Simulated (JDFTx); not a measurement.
MgB2:

```xyz
3
Lattice="3.0850 0.0000 0.0000 -1.5425 2.6717 0.0000 0.0000 0.0000 3.5230" Properties=species:S:1:pos:R:3 pbc="T T T"
Mg    0.0000    0.0000    0.0000
B     1.5425    0.8906    1.7615
B     0.0000    1.7811    1.7615
```

* Program: JDFTx 1.7.0 (patched build)
* Task: relaxation of cell and atoms
* Functional: PBE
* Potentials or basis: PseudoDojo-SR-PBE-0.5-stringent with smoothed tails
* Cutoff: 1143 eV
* Density cutoff: 9143 eV
* k mesh: 6 × 6 × 5
* Occupations: fermi-dirac, width 0.05 eV
* Spin: no spin polarisation

At the start: pressure -0.9 GPa; volume 9.68 Å³/atom.

Question: Where does the relaxation end?

Answer: Over 7 steps the energy falls by 2.9 meV/atom and the volume is 9.56 Å³/atom (-1.2 %); space group P6/mmm (No. 191, to 0.05 Å).

The path:
```
step  energy change (eV)  largest force (eV/Å)  pressure (GPa)  volume (Å³)
   1              0.0000                0.0000           -0.86        29.04
   2             -0.0025                0.0000           -0.80        28.99
   3             -0.0085                0.0000           -0.29        28.72
   4             -0.0086                0.0000            0.29        28.64
   5             -0.0087                0.0000            0.00        28.68
   6             -0.0087                0.0000            0.00        28.68
   7             -0.0087                0.0000            0.00        28.68
```

Final structure:
```yaml
crystal:
  lattice:
    - [3.09363, 0.00000, 0.00000]
    - [-1.54682, 2.67916, 0.00000]
    - [0.00000, 0.00000, 3.46079]
  atoms:
    - { symbol: Mg, position: [0.00000, 0.00000, 0.00000] }
    - { symbol: B, position: [0.66667, 0.33333, 0.50000] }
    - { symbol: B, position: [0.33333, 0.66667, 0.50000] }
```

Caveat: the k mesh is coarse (spacing up to 0.39 Å⁻¹), so the values aren't converged.
